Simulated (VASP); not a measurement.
# Fe (P6_3/mmc) in VASP: notebook, part 2 of 2

VASP 6.6.1.

## (3) Single point, PBEsol

This run uses another cell than the first one, of 9.81 Å³/atom, 0.996 times its volume.

The input, INCAR:

```
  ALGO = Fast
  EDIFF = 1E-6
  ENCUT = 520
  GGA = PS
  ISIF = 2
  ISMEAR = 0
  LASPH = True
  LCHARG = False
  LREAL = False
  LWAVE = False
  NBANDS = 15
  NELM = 100
  PREC = Accurate
  SIGMA = 0.15
```

The input, KPOINTS:

```
k-points
0
Gamma
  33 33 18
```

The input, POSCAR:

```
Fe
1.0
    2.4291775515      0.0000000000      0.0000000000
   -1.2145887758      2.1037294698      0.0000000000
    0.0000000000      0.0000000000      3.8408855688
Fe
2
Direct
    0.3333333333      0.6666666667      0.2500000000
    0.6666666667      0.3333333333      0.7500000000
```

Potentials or basis: VASP PAW PBE potentials, release 64 (Fe).

The run is started by

```bash
cat potpaw_PBE.64/Fe/POTCAR > POTCAR
mpirun -np 1 vasp_std > vasp.out
```

OUTCAR:

```text
EDIFF = 1E-6
   ENCUT = 520
   GGA = PS
   ISIF = 2
   ISMEAR = 0
   LASPH = True
   LREAL = False
   NELM = 100
   PREC = Accurate

 ion  position               nearest neighbor table
   1  0.333  0.667  0.250-   2 2.38   2 2.38   2 2.38   2 2.38   2 2.38   2 2.38
   2  0.667  0.333  0.750-   1 2.38   1 2.38   1 2.38   1 2.38   1 2.38   1 2.38

  LATTYP: Found a hexagonal cell.
 ALAT       =     2.4291775515
 C/A-ratio  =     1.5811464940

  Lattice vectors:

 A1 = (   2.4291775515,   0.0000000000,   0.0000000000)
[... 615 lines left out ...]
     11       8.1644      0.00000
     12      12.7622      0.00000
     13      16.4404      0.00000
     14      22.5299      0.00000
     15      26.8946      0.00000

 [... further k-points ...]
[... 5 lines left out ...]
  --------------------------------------------------------------------------------------
  -------------------------------------------------------------------------------------
  Total       -0.0227652     -0.0227652     -0.0396623      0.0000000     -0.0000000      0.0000000
  in kB       -1.8582398     -1.8582398     -3.2374872      0.0000000     -0.0000000      0.0000000
  external PRESSURE =      -2.3179889 kB  Pullay stress =       0.0000000 kB

 VOLUME and BASIS-vectors are now :
 -----------------------------------------------------------------------------
  energy-cutoff  :      520.00
  volume of cell :       19.63
      direct lattice vectors                 reciprocal lattice vectors
     2.429177552  0.000000000  0.000000000     0.411661963  0.237673145  0.000000000
    -1.214588776  2.103729470  0.000000000     0.000000000  0.475346291  0.000000000
     0.000000000  0.000000000  3.840885569     0.000000000  0.000000000  0.260356624

 POSITION                                       TOTAL-FORCE (eV/Angst)
 -----------------------------------------------------------------------------------
     -0.00000      1.40249      0.96022         0.000000      0.000000      0.000000
      1.21459      0.70124      2.88066        -0.000000      0.000000      0.000000
 -----------------------------------------------------------------------------------
    total drift:                                0.000000     -0.000000     -0.000000

  FREE ENERGIE OF THE ION-ELECTRON SYSTEM (eV)
  ---------------------------------------------------
  free  energy   TOTEN  =       -17.8847607533 eV

  energy  without entropy=      -17.8578491417  energy(sigma->0) =      -17.87130495
```

stdout:

```text
POSCAR found type information on POSCAR Fe
 POSCAR found :  1 types and       2 ions
 scaLAPACK will be used
 -----------------------------------------------------------------------------
|                                                                             |
|                                                                             |
|     You enforced a specific xc type in the INCAR file but a different       |
|     I HOPE YOU KNOW WHAT YOU ARE DOING!                                     |
|                                                                             |
 -----------------------------------------------------------------------------

 LDA part: xc-table for (Slater+PW92), standard interpolation
 POSCAR, INCAR and KPOINTS ok, starting setup
 FFT: planning ... GRIDC
 FFT: planning ... GRID_SOFT
 FFT: planning ... GRID
 WAVECAR not read
 entering main loop
WARNING in EDDRMM: call to ZHEGV failed, returncode =   6  3     14
WARNING in EDDRMM: call to ZHEGV failed, returncode =   6  3     14
WARNING in EDDRMM: call to ZHEGV failed, returncode =   8  4     15
```

Run time: 2.8 min. Hardware: 1 thread of Intel Xeon 6975P-C (Granite Rapids), shared host; peak memory 0.37 GiB.

Results:

```yaml
Free_energy: -17.8848 eV
Pressure: -0.2 GPa
Band_gap_on_the_k_mesh: none (metal or under the smearing width)
```

Caveat: the PAW data sets were made with another functional, which shifts forces and pressure a little; the run has no spin polarisation, though such a crystal can be magnetic.

## (4) Single point, PBEsol, collinear spin, typed start

The input, INCAR:

```
PREC = Accurate
ENCUT = 520
EDIFF = 1E-7
ISMEAR = 0
SIGMA = 0.1
LREAL = F
LASPH = T
NELM = 150
ALGO = Normal
ISIF = 2
LWAVE = F
LCHARG = F
ISPIN = 2
MAGMOM = 4 4
LORBIT = 11
LMAXMIX = 4
GGA = PS
NBANDS = 19
```

The input, KPOINTS:

```
Automatic mesh
0
Gamma
  9 9 6
```

The input, POSCAR:

```
Fe
1.0
    2.4341575853      0.0000000000      0.0000000000
   -1.2170787927      2.1080423057      0.0000000000
    0.0000000000      0.0000000000      3.8419344700
Fe
2
Direct
    0.3333333300      0.6666666700      0.2500000000
    0.6666666700      0.3333333300      0.7500000000
```

The run is started by

```bash
cat potpaw_PBE.64/Fe/POTCAR > POTCAR
mpirun -np 1 vasp_std > vasp.out
```

It took 28 s on 1 thread of Intel Xeon 6975P-C (Granite Rapids), shared host; peak memory 0.14 GiB.

It converged, with:

| Quantity | Value |
| --- | --- |
| Free energy | -17.8850 eV |
| Pressure | -2.0 GPa |
| Band gap on the k mesh | none (metal or under the smearing width) |
| Net moment | 0.00 μB per cell |
| Valence electrons inside the program's atomic spheres | Fe 7.60 |

Stress tensor (GPa, compression positive):
```
-2.66  0.00  0.00
 0.00 -2.66  0.00
 0.00  0.00 -0.77
```

Levels at points of the mesh, in eV from the Fermi level:
Spin up:
| k point | band 4 | band 5 | band 6 | band 7 | band 8 | band 9 | band 10 | band 11 | band 12 | band 13 |
| --- | --- | --- | --- | --- | --- | --- | --- | --- | --- | --- |
| (0.00, 0.00, 0.00) | -1.75 | -1.58 | -1.25 | -1.25 | -0.88 | -0.88 | 0.55 | 0.76 | 0.76 | 9.12 |
| (0.00, 0.00, 0.50) | -2.16 | -1.87 | -1.87 | -1.87 | -1.87 | 0.35 | 0.35 | 0.35 | 0.35 | 17.59 |
Spin down:
| k point | band 4 | band 5 | band 6 | band 7 | band 8 | band 9 | band 10 | band 11 | band 12 | band 13 |
| --- | --- | --- | --- | --- | --- | --- | --- | --- | --- | --- |
| (0.00, 0.00, 0.00) | -1.75 | -1.58 | -1.25 | -1.25 | -0.88 | -0.88 | 0.55 | 0.76 | 0.76 | 9.12 |
| (0.00, 0.00, 0.50) | -2.16 | -1.87 | -1.87 | -1.87 | -1.87 | 0.35 | 0.35 | 0.35 | 0.35 | 17.59 |

Caveat: the starting moments collapsed, and a magnetic state may lie lower; the PAW data sets were made with another functional, which shifts forces and pressure a little.
